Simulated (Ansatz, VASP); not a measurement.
**One calculation of MgO (Periclase), two programs**

```
Mg O
1.0
     0.00000    2.08178    2.08178
     2.08178    0.00000    2.08178
     2.08178    2.08178    0.00000
Mg O
1 1
Direct
  0.00000 0.00000 0.00000
  0.50000 0.50000 0.50000
```

Change from the starting cell: hydrostatic strain -1.0%.

Alike in both runs: task single point; functional r2SCAN; k mesh 10 × 10 × 10; no spin polarisation.

|  | VASP | Ansatz |
| --- | --- | --- |
| version | VASP 6.6.1 | Ansatz 0.2.0 |
| potentials or method | VASP PAW PBE potentials, release 64 (Mg, O) | plane waves, PAW |
| plane-wave cutoff (eV) | 520 | 500 |
| occupations | gaussian, width 0.01 eV | fixed |
| valence electrons in the cell | 8 | 16 |

|  | VASP | Ansatz | Ansatz less VASP |
| --- | --- | --- | --- |
| gap on the k mesh at the Fermi level (eV) | 5.96 | 5.99 | +0.025 |
| pressure (GPa) | 4.0 | 5.2 | +1.16 |

The two sets of potentials don't hold the same shells in valence.

Caveats: the PAW data sets were made with another functional, which shifts forces and pressure a little (VASP).
